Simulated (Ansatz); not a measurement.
A relaxation computed with Ansatz, from input to last step.

```yaml
crystal:
  lattice:
    - [3.5843731702, 0.0, 0.0]
    - [-1.7921865851, 3.1041582221, 0.0]
    - [0.0, 0.0, 3.7829339269]
  atoms:
    - { symbol: Ga, position: [0.0, 0.0, 0.0] }
    - { symbol: O, position: [0.0, 0.0, 0.5], spin: 0.79 }
    - { symbol: O, position: [0.3333333333, 0.6666666667, 0.0], spin: 0.32 }
    - { symbol: O, position: [0.6666666667, 0.3333333333, 0.0], spin: 0.32 }
basis:
  ecutwfc: 420
kpoints:
  mp_grid: { grid: [6, 6, 4] }
hamiltonian:
  xc: pbe
scf:
  occupations: { method: gaussian, width: 0.1 }
  lower_state_search: "off"
output:
  forces: true
  stress: true
  eigenvalues: true
  populations: true
magnetization:
  spin_polarized: true
relax:
  adjacent_minimum: "off"
  f_tol: 0.04
  max_steps: 70
  cell: { stress_tol: 0.4 }
```

```bash
ansatz run input.yaml --threads 1 --pin off --max-ram 2560MiB --backend cpu --events-out ev --progress --plain --runs-dir out
```

These are results of DFT PBE, scalar-relativistic, plane waves, PAW in Ansatz, not measurements.

Of 8 frames 8 are shown, positions in Å and forces in eV/Å; the SCF threshold varies from step to step. Steps run on the plane waves of an earlier cell, with a Pulay correction in the pressure. The basis is chosen afresh for the last frame, the zero of the energies, and at times for earlier ones too; energy and pressure step there, also at an unchanged geometry. Here that happened at step 6 (-9 meV/atom, 1.1 GPa); the frames before carry an error of that size.

```xyz
4
Lattice="3.5844 0.0000 0.0000 -1.7922 3.1042 0.0000 0.0000 0.0000 3.7829" Properties=species:S:1:pos:R:3:forces:R:3 pbc="T T T" step=1 free_energy_over_end_meV_per_atom=55.21 pressure_GPa=13.05
Ga    0.0000    0.0000    0.0000    0.0000    0.0000    0.0000
O     0.0000    0.0000    1.8915    0.0000    0.0000    0.0000
O     0.0000    2.0694    0.0000    0.0000    0.0000    0.0000
O     1.7922    1.0347    0.0000    0.0000    0.0000    0.0000
4
Lattice="3.6510 0.0000 0.0000 -1.8255 3.1619 0.0000 0.0000 0.0000 3.7970" Properties=species:S:1:pos:R:3:forces:R:3 pbc="T T T" step=2 free_energy_over_end_meV_per_atom=24.72 pressure_GPa=5.94
Ga    0.0000    0.0000    0.0000    0.0000    0.0000    0.0000
O     0.0000    0.0000    1.8985    0.0000    0.0000    0.0000
O     0.0000    2.1079    0.0000    0.0000    0.0000    0.0000
O     1.8255    1.0540    0.0000    0.0000    0.0000    0.0000
4
Lattice="3.7294 0.0000 0.0000 -1.8647 3.2297 0.0000 0.0000 0.0000 3.7746" Properties=species:S:1:pos:R:3:forces:R:3 pbc="T T T" step=3 free_energy_over_end_meV_per_atom=10.62 pressure_GPa=0.29
Ga    0.0000    0.0000    0.0000    0.0000    0.0000    0.0000
O     0.0000    0.0000    1.8873    0.0000    0.0000    0.0000
O     0.0000    2.1532    0.0000    0.0000    0.0000    0.0000
O     1.8647    1.0766    0.0000    0.0000    0.0000    0.0000
4
Lattice="3.7541 0.0000 0.0000 -1.8771 3.2512 0.0000 0.0000 0.0000 3.7307" Properties=species:S:1:pos:R:3:forces:R:3 pbc="T T T" step=4 free_energy_over_end_meV_per_atom=9.43 pressure_GPa=0.06
Ga    0.0000    0.0000    0.0000    0.0000    0.0000    0.0000
O     0.0000    0.0000    1.8653    0.0000    0.0000    0.0000
O     0.0000    2.1674    0.0000    0.0000    0.0000    0.0000
O     1.8771    1.0837    0.0000    0.0000    0.0000    0.0000
4
Lattice="3.7508 0.0000 0.0000 -1.8754 3.2483 0.0000 0.0000 0.0000 3.7386" Properties=species:S:1:pos:R:3:forces:R:3 pbc="T T T" step=5 free_energy_over_end_meV_per_atom=9.41 pressure_GPa=0.00
Ga    0.0000    0.0000    0.0000    0.0000    0.0000    0.0000
O     0.0000    0.0000    1.8693    0.0000    0.0000    0.0000
O     0.0000    2.1655    0.0000    0.0000    0.0000    0.0000
O     1.8754    1.0828    0.0000    0.0000    0.0000    0.0000
4
Lattice="3.7508 0.0000 0.0000 -1.8754 3.2483 0.0000 0.0000 0.0000 3.7386" Properties=species:S:1:pos:R:3:forces:R:3 pbc="T T T" step=6 free_energy_over_end_meV_per_atom=0.45 pressure_GPa=1.14
Ga    0.0000    0.0000    0.0000    0.0000    0.0000    0.0000
O     0.0000    0.0000    1.8693    0.0000    0.0000    0.0000
O     0.0000    2.1655    0.0000    0.0000    0.0000    0.0000
O     1.8754    1.0828    0.0000    0.0000    0.0000    0.0000
4
Lattice="3.7662 0.0000 0.0000 -1.8831 3.2616 0.0000 0.0000 0.0000 3.7344" Properties=species:S:1:pos:R:3:forces:R:3 pbc="T T T" step=7 free_energy_over_end_meV_per_atom=0.36 pressure_GPa=0.25
Ga    0.0000    0.0000    0.0000    0.0000    0.0000    0.0000
O     0.0000    0.0000    1.8672    0.0000    0.0000    0.0000
O     0.0000    2.1744    0.0000    0.0000    0.0000    0.0000
O     1.8831    1.0872    0.0000    0.0000    0.0000    0.0000
4
Lattice="3.7662 0.0000 0.0000 -1.8831 3.2616 0.0000 0.0000 0.0000 3.7344" Properties=species:S:1:pos:R:3:forces:R:3 pbc="T T T" step=8 free_energy_over_end_meV_per_atom=0.00 pressure_GPa=0.27
Ga    0.0000    0.0000    0.0000    0.0000    0.0000    0.0000
O     0.0000    0.0000    1.8672    0.0000    0.0000    0.0000
O     0.0000    2.1744    0.0000    0.0000    0.0000    0.0000
O     1.8831    1.0872    0.0000    0.0000    0.0000    0.0000
```

The start puts this composition into another compound's structure type, which needn't suit it. At the end the space group is P6/mmm (tolerance 0.05 Å).

It took 17 s on 1 thread of Intel(R) Xeon(R) Platinum 8488C (Sapphire Rapids), on a shared host, peak memory 0.39 GiB.

The k mesh is coarse.